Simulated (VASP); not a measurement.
Given:

```xyz
2
Lattice="0.0000 2.4946 2.4946 2.4946 0.0000 2.4946 2.4946 2.4946 0.0000" Properties=species:S:1:pos:R:3 pbc="T T T"
In     0.0000     0.0000     0.0000
N      1.2473     1.2473     1.2473
```

All values below come from PBEsol GGA, VASP's PBE PAW potentials (set 64) (plane waves; VASP 6.6.1). Settings: 520 eV cut-off, 14×14×14 Γ-centred mesh, tetrahedra with Blöchl corrections, potentials In_d N.

Unless said otherwise, spin-orbit coupling is left out, though it shifts the bands of the heavy elements here.

Task: Tabulate the total density of states (states/eV per cell) against energy (eV; zero at the valence-band maximum or, without a gap, the Fermi level).

Result: 
```
E (eV) | DOS (states/eV)
    -9.98 |  0.00
    -9.86 |  0.00
    -9.62 |  0.00
    -9.50 |  0.00
    -9.26 |  0.00
    -9.14 |  0.00
    -8.90 |  0.00
    -8.78 |  0.00
    -8.66 |  0.00
    -8.42 |  0.00
    -8.30 |  0.00
    -8.06 |  0.00
    -7.94 |  0.00
    -7.82 |  0.00
    -7.58 |  0.00
    -7.46 |  0.00
    -7.22 |  0.00
    -7.10 |  0.00
    -6.86 |  0.00
    -6.74 |  0.00
    -6.62 |  0.00
    -6.38 |  0.00
    -6.26 |  0.00
    -6.02 |  0.00
    -5.90 |  0.01
    -5.78 | ### 0.20
    -5.54 | ####### 0.47
    -5.42 | ######### 0.60
    -5.18 | ############### 1.03
    -5.06 | ############################## 2.02
    -4.82 | ################## 1.18
    -4.70 | ############# 0.87
    -4.58 | ########## 0.66
    -4.34 | ######## 0.51
    -4.22 | ###### 0.42
    -3.98 | ##### 0.35
    -3.86 | ##### 0.32
    -3.74 | #### 0.28
    -3.50 | #### 0.25
    -3.38 | ######## 0.54
    -3.14 | ################### 1.26
    -3.02 | ################ 1.09
    -2.78 | ################ 1.07
    -2.66 | ################ 1.08
    -2.54 | ################# 1.16
    -2.30 | ######################## 1.60
    -2.18 | ######################## 1.61
    -1.94 | ######################## 1.64
    -1.82 | ######################## 1.62
    -1.70 | ######################## 1.61
    -1.46 | ######################## 1.64
    -1.34 | ######################## 1.65
    -1.10 | ######################### 1.70
    -0.98 | ########################## 1.74
    -0.74 | ################# 1.14
    -0.62 | ############## 0.93
    -0.50 | ############ 0.78
    -0.26 | ####### 0.50
    -0.14 | ##### 0.31
     0.10 |  0.00
     0.22 |  0.00
     0.34 |  0.00
     0.58 |  0.01
     0.70 |  0.02
     0.94 | # 0.04
     1.06 | # 0.04
     1.30 | # 0.06
     1.42 | # 0.08
     1.54 | # 0.09
     1.78 | ## 0.11
     1.90 | ## 0.13
     2.14 | ### 0.17
     2.26 | ### 0.19
     2.38 | ### 0.21
     2.62 | #### 0.27
     2.74 | ##### 0.31
     2.98 | ######## 0.54
     3.10 | ########### 0.73
     3.34 | ############ 0.78
     3.46 | ############ 0.80
```
Within 2 eV below the Fermi level the largest weight inside VASP's projection spheres is N p, then In p.

The compound is InN in the zinc blende structure, a metastable form; wurtzite is the usual one. It was relaxed first.
